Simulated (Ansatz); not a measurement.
CaF2:
```xyz
3
Lattice="0.0000 2.7104 2.7104 2.7104 0.0000 2.7104 2.7104 2.7104 0.0000" Properties=species:S:1:pos:R:3 pbc="T T T"
Ca     0.0000     0.0000     0.0000
F      4.0656     4.0656     4.0656
F      1.3552     1.3552     1.3552
```

Relaxed with PBEsol.

Give the optical modes at the zone centre with their infrared activity from DFPT, the program Ansatz at the PBEsol level (PAW).

Transverse frequencies, without the LO–TO term; a row sums one degenerate level.

```json
[
 {"ω (cm⁻¹)": "249", "degeneracy": "3", "IR ((D/Å)²/amu)": "20.02", "activity": "IR", "symmetry": "T1u"},
 {"ω (cm⁻¹)": "319", "degeneracy": "3", "IR ((D/Å)²/amu)": "0.00", "activity": "IR-inactive", "symmetry": "T2g"}
]
```

How high does the top mode go among those that the LO–TO term moves?

464 cm⁻¹ for q along x.

Space group Fm-3m (fluorite). The PBEsol relaxation kept the symmetry of its start; phonons on a q-mesh show no instability.

Potentials: the later of the program's two PAW sets.
